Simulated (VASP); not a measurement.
# Mg2Ge (Fm-3m) in VASP: further runs, part 2 of 2

VASP 6.6.1. The steps go on from the part before.

### Step 5. Relaxation of cell and atoms, PBE

This run uses another cell than the first one, of 23.48 Å³/atom, 1.066 times its volume.

INCAR reads:

```
SYSTEM = Mg2Ge
PREC = Accurate ; ENCUT = 600
EDIFF = 1E-7 ; ISMEAR = 1
SIGMA = 0.0105 ; LREAL = .FALSE.
LASPH = .TRUE. ; NELM = 60
ALGO = Fast ; ISIF = 3
LWAVE = .FALSE. ; LCHARG = .FALSE.
GGA = PE ; IBRION = 2
NSW = 60 ; EDIFFG = -0.01
ISYM = 0
```

KPOINTS reads:

```
Automatic mesh
0
G
  5 5 5
  0 0 0
```

POSCAR reads:

```
Mg2Ge
1.0
    0.0000000000      3.2779900000      3.2779900000
    3.2779900000      0.0000000000      3.2779900000
    3.2779900000      3.2779900000      0.0000000000
Mg Ge
2 1
Direct
    0.2500000000      0.2500000000      0.2500000000
    0.7500000000      0.7500000000      0.7500000000
    0.0000000000      0.0000000000      0.0000000000
```

Run with:

```bash
$ cat potpaw_PBE.64/Mg/POTCAR potpaw_PBE.64/Ge_d/POTCAR > POTCAR
$ mpirun -np 1 vasp_std > vasp.out
```

Run time: 2.2 min. Hardware: 1 thread of Intel Xeon 6975P-C (Granite Rapids), shared host; peak memory 0.29 GiB.

The run converged. Its results:

```yaml
Free_energy: -8.2967 eV
Relaxed_volume: 21.95 Å³/atom
Relaxed_cell: a = 4.533 Å, b = 4.533 Å, c = 4.533 Å, α = 60.00°, β = 60.00°, γ = 60.00°
Space_group_after_relaxing_to_0.05_Å: Fm-3m (No. 225)
Energy_gained_by_relaxing: 15.1 meV/atom
Ionic_steps: 3
Pressure_after_relaxing: 0.0 GPa
Band_gap_on_the_k_mesh: 0.40 eV, indirect (least direct gap 0.97 eV)
```

The path:
```csv
step,energy change (eV),largest force (eV/Å),pressure (GPa),volume (Å³)
1,0.0000,0.0000,-2.99,70.45
2,-0.0451,0.0000,-0.17,66.07
3,-0.0452,0.0000,0.02,65.85
```

Final structure:
```yaml
crystal:
  lattice:
    - [0.00000, 3.20511, 3.20511]
    - [3.20511, 0.00000, 3.20511]
    - [3.20511, 3.20511, 0.00000]
  atoms:
    - { symbol: Mg, position: [0.25000, 0.25000, 0.25000] }
    - { symbol: Mg, position: [0.75000, 0.75000, 0.75000] }
    - { symbol: Ge, position: [0.00000, 0.00000, 0.00000] }
```

Levels at points of the mesh, in eV from the valence-band top:
```tsv
k point	band 5	band 6	band 7	band 8	band 9	band 10	band 11	band 12	band 13
(0.00, 0.00, 0.00)	-23.65	-9.69	0.00	0.00	0.00	0.97	2.78	2.78	2.78
```

Caveat: an odd mesh through Γ misses points on the zone boundary, where band edges often lie. A hybrid or GW would open this gap; PBE tends to underestimate it.

### Step 6. Single point, r2SCAN

This run uses another cell than the first one, of 21.48 Å³/atom, 0.975 times its volume.

POSCAR reads:

```
Mg2Ge
1.0
    0.0000000000      3.1822256124      3.1822256124
    3.1822256124      0.0000000000      3.1822256124
    3.1822256124      3.1822256124      0.0000000000
Mg Ge
2 1
Direct
    0.2500000000      0.2500000000      0.2500000000
    0.7500000000      0.7500000000      0.7500000000
    0.0000000000      0.0000000000      0.0000000000
```

INCAR.step1 reads:

```
SYSTEM = Mg2Ge
PREC = Accurate
ENCUT = 520
ISMEAR = 1
SIGMA = 0.0105
LREAL = .FALSE.
LASPH = .TRUE.
NELM = 80
NBANDS = 16
GGA = PE
ALGO = Normal
EDIFF = 1E-4
LWAVE = .TRUE.
LCHARG = .FALSE.
```

INCAR.step2 reads:

```
SYSTEM = Mg2Ge
PREC = Accurate
ENCUT = 520
EDIFF = 1E-6
ISMEAR = 1
SIGMA = 0.0105
LREAL = .FALSE.
LASPH = .TRUE.
NELM = 80
ALGO = Normal
ISIF = 2
LWAVE = .FALSE.
LCHARG = .TRUE.
METAGGA = R2SCAN
LMIXTAU = .TRUE.
LELF = .TRUE.
LVHAR = .TRUE.
NBANDS = 16
ISTART = 1
```

KPOINTS reads:

```
regular mesh
0
G
  5 5 5
  0 0 0
```

Potentials or basis: VASP PAW PBE potentials, release 64 (Mg, Ge_d).

Run with:

```bash
$ cat potpaw_PBE.64/Mg/POTCAR potpaw_PBE.64/Ge_d/POTCAR > POTCAR
$ cp INCAR.step1 INCAR
$ mpirun -np 1 vasp_std > vasp.out
$ cp INCAR.step2 INCAR
$ mpirun -np 1 vasp_std > vasp.out
```

Wall time 48 s (1 thread of Intel Xeon 6975P-C (Granite Rapids), shared host); peak memory 0.21 GiB.

The run converged. Its results:

```yaml
Free_energy: -23.1790 eV
Pressure: -0.2 GPa
Band_gap_on_the_k_mesh: 0.70 eV, indirect (least direct gap 1.66 eV)
```

Levels at points of the mesh, in eV from the valence-band top:
```
           k point  band 7  band 8  band 9  band 10  band 11  band 12
(0.00, 0.00, 0.00)    0.00    0.00    0.00     1.66     3.16     3.16
```

Caveat: the PAW data sets were made with another functional, which shifts forces and pressure a little; an odd mesh through Γ misses points on the zone boundary, where band edges often lie.

### Step 7. Relaxation of cell and atoms, r2SCAN

This run uses another cell than the first one, of 23.48 Å³/atom, 1.066 times its volume.

POSCAR reads:

```
Mg2Ge
1.0
    0.0000000000      3.2779900000      3.2779900000
    3.2779900000      0.0000000000      3.2779900000
    3.2779900000      3.2779900000      0.0000000000
Mg Ge
2 1
Direct
    0.2500000000      0.2500000000      0.2500000000
    0.7500000000      0.7500000000      0.7500000000
    0.0000000000      0.0000000000      0.0000000000
```

INCAR.step1 reads:

```
SYSTEM = Mg2Ge
PREC = Accurate ; ENCUT = 600
ISMEAR = 1 ; SIGMA = 0.0105
LREAL = .FALSE. ; LASPH = .TRUE.
NELM = 80 ; GGA = PE
ALGO = Normal ; EDIFF = 1E-4
LWAVE = .TRUE. ; LCHARG = .FALSE.
```

INCAR.step2 reads:

```
SYSTEM = Mg2Ge
PREC = Accurate ; ENCUT = 600
EDIFF = 1E-7 ; ISMEAR = 1
SIGMA = 0.0105 ; LREAL = .FALSE.
LASPH = .TRUE. ; NELM = 80
ALGO = Normal ; ISIF = 3
LWAVE = .FALSE. ; LCHARG = .FALSE.
METAGGA = R2SCAN ; LMIXTAU = .TRUE.
IBRION = 2 ; NSW = 60
EDIFFG = -0.01 ; ISTART = 1
```

KPOINTS is that of step 6.

Run with:

```bash
$ cat potpaw_PBE.64/Mg/POTCAR potpaw_PBE.64/Ge_d/POTCAR > POTCAR
$ cp INCAR.step1 INCAR
$ mpirun -np 1 vasp_std > vasp.out
$ cp INCAR.step2 INCAR
$ mpirun -np 1 vasp_std > vasp.out
```

Run time: 2.5 min. Hardware: 1 thread of Intel Xeon 6975P-C (Granite Rapids), shared host; peak memory 0.26 GiB.

The run converged. Its results:

```yaml
Free_energy: -23.1812 eV
Relaxed_volume: 21.38 Å³/atom
Relaxed_cell: a = 4.493 Å, b = 4.493 Å, c = 4.493 Å, α = 60.00°, β = 60.00°, γ = 60.00°
Space_group_after_relaxing_to_0.05_Å: Fm-3m (No. 225)
Energy_gained_by_relaxing: 31.5 meV/atom
Ionic_steps: 3
Pressure_after_relaxing: 0.0 GPa
Band_gap_on_the_k_mesh: 0.70 eV, indirect (least direct gap 1.69 eV)
```

The path:
```tsv
step	energy change (eV)	largest force (eV/Å)	pressure (GPa)	volume (Å³)
1	0.0000	0.0000	-4.43	70.45
2	-0.0944	0.0000	0.09	64.04
3	-0.0944	0.0000	0.00	64.14
```

Final structure:
```
CELL_PARAMETERS angstrom
0.00000 3.17712 3.17712
3.17712 0.00000 3.17712
3.17712 3.17712 0.00000
ATOMIC_POSITIONS crystal
Mg 0.25000 0.25000 0.25000
Mg 0.75000 0.75000 0.75000
Ge 0.00000 0.00000 0.00000
```

Levels at points of the mesh, in eV from the valence-band top:
```csv
k point,band 7,band 8,band 9,band 10,band 11,band 12
"(0.00, 0.00, 0.00)",0.00,0.00,0.00,1.69,3.17,3.17
```

Caveat: the PAW data sets were made with another functional, which shifts forces and pressure a little; an odd mesh through Γ misses points on the zone boundary, where band edges often lie. r2SCAN opens gaps a little over a GGA but as a rule still falls short of measured ones.

### Step 8. The runs side by side

```tsv
task	level	cell	cutoff (eV)	gap on the mesh (eV)	pressure (GPa)	relaxed volume (Å³/atom)
single point	PBE	Fm-3m, 22.03 Å³/atom	520	0.41	-0.2	-
relaxation of cell and atoms	PBE	relaxed	600	0.40	0.0	21.95
single point	PBE	Fm-3m, 22.01 Å³/atom	520	0.41	-0.2	-
single point	r2SCAN	Fm-3m, 21.48 Å³/atom	520	0.70	-0.2	-
relaxation of cell and atoms	r2SCAN	relaxed	600	0.70	0.0	21.38
```

Alike in all rows: potentials or basis VASP PAW PBE potentials, release 64 (Mg, Ge_d); no spin polarisation; k mesh 5 × 5 × 5; smearing methfessel-paxton 0.0105 eV.

On the cell as given the gap runs from 0.41 eV (PBE) to 0.70 eV (r2SCAN).

Caveats: an odd mesh through Γ misses points on the zone boundary, where band edges often lie; the PAW data sets were made with another functional, which shifts forces and pressure a little (some runs).

Total energies depend on the potentials used, so only differences within one code and one set of settings carry meaning.
